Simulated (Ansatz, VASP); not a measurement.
**One calculation of BP, two programs**

```
B P
1.0
     0.00000    2.26900    2.26900
     2.26900    0.00000    2.26900
     2.26900    2.26900    0.00000
B P
1 1
Direct
  0.00000 0.00000 0.00000
  0.75000 0.75000 0.75000
```

Alike in both runs: task relaxation of cell and atoms; functional PBE; k mesh 10 × 10 × 10; occupations gaussian, width 0.02 eV; no spin polarisation.

```csv
,VASP,Ansatz
version,VASP 6.6.1,Ansatz 0.2.0
potentials or method,"VASP PAW PBE potentials, release 64 (B, P)","scalar-relativistic, plane waves, PAW"
plane-wave cutoff (eV),600,420
valence electrons in the cell,8,8
```

|  | VASP | Ansatz | Ansatz less VASP |
| --- | --- | --- | --- |
| gap on the k mesh at the Fermi level, each at its own relaxed structure (eV) | 1.25 | 1.25 | +0.006 |
| relaxed volume (Å³/atom) | 11.75 | 11.76 | +0.016 |
| relaxed cell length with the largest relative difference (Å) | 3.215 | 3.216 | +0.0014 |

A k mesh can miss the band edges. Zero-point motion and thermal expansion aren't in these numbers. PBE usually gives volumes a little too large and moduli too small.
